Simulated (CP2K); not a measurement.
The system is WC (Qusongite).

```
W C
1.0
     2.90650    0.00000    0.00000
    -1.45325    2.51710    0.00000
     0.00000    0.00000    2.83660
W C
1 1
Direct
  0.00000 0.00000 0.00000
  0.66667 0.33333 0.50000
```

Base run:

| Property | Result |
| --- | --- |
| Program | CP2K 2026.2 |
| Functional | PBE |
| Potentials or basis | POTENTIAL_UZH W GTH-PBE-q14, C GTH-PBE-q4; ccGRB-D basis |
| Density cutoff | 6123 eV |
| k mesh | 10 × 10 × 9 |
| Occupations | fermi-dirac, width 0.05 eV |
| Spin | no spin polarisation |

Its results: band gap on the k mesh none (metal or under the smearing width); pressure 3.9 GPa.

**Question.** The run is repeated on the same cell with these changes: potentials or basis from POTENTIAL_UZH W GTH-PBE-q14, C GTH-PBE-q4; ccGRB-D basis to POTENTIAL_UZH W GTH-PBE-q14, C GTH-PBE-q4; TZVP-MOLOPT-PBE-GTH basis; basis sets from W ccGRB-D-q14, C ccGRB-D-q4 to W TZVP-MOLOPT-PBE-GTH-q14, C TZVP-MOLOPT-PBE-GTH-q4. What comes out?

**Answer.** Band gap on the k mesh none (metal or under the smearing width); pressure 2.7 GPa.

Caveats: the basis of atomic orbitals isn't converged, which shifts pressures, moduli and gaps.
